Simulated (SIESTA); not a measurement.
SiC (Moissanite):

```
CELL_PARAMETERS angstrom
3.07600 0.00000 0.00000
-1.53800 2.66389 0.00000
0.00000 0.00000 5.04800
ATOMIC_POSITIONS crystal
Si 0.66667 0.33333 0.50000
Si 0.33333 0.66667 0.00000
C 0.66667 0.33333 0.88500
C 0.33333 0.66667 0.38500
```

Base run:

```yaml
Program: SIESTA 5.4.2
Functional: optB88-vdW
Potentials_or_basis: PseudoDojo 0.4 standard (PBE files)
Basis: DZP (energy shift 0.003 Ry)
Grid_cutoff: 500 Ry
Energy_shift: 0.003 Ry
k_mesh: 10 × 10 × 5
Occupations: fermi-dirac, width 0.05 eV
Spin: no spin polarisation
```

Its results: band gap on the k mesh 2.58 eV, indirect (least direct gap 4.21 eV); pressure 8.3 GPa; largest force 0.850 eV/Å.

Task: After a change of settings the same cell gave: band gap on the k mesh 2.75 eV, indirect (least direct gap 4.34 eV); pressure 10.6 GPa; largest force 0.855 eV/Å. Which change was it?
A. functional from optB88-vdW to vdW-DF-cx
B. functional from optB88-vdW to vdW-DF
C. functional from optB88-vdW to vdW-DF-C09
D. functional from optB88-vdW to AM05; potentials or basis from PseudoDojo 0.4 standard (PBE files) to PseudoDojo 0.4 standard (PBEsol files)

Result: B.

Caveats: the potentials were made for another functional, which shifts forces and pressure; an odd mesh through Γ misses points on the zone boundary, where band edges often lie; the basis of atomic orbitals isn't converged, which shifts pressures, moduli and gaps.

Runs at the PBE level aren't shown here.
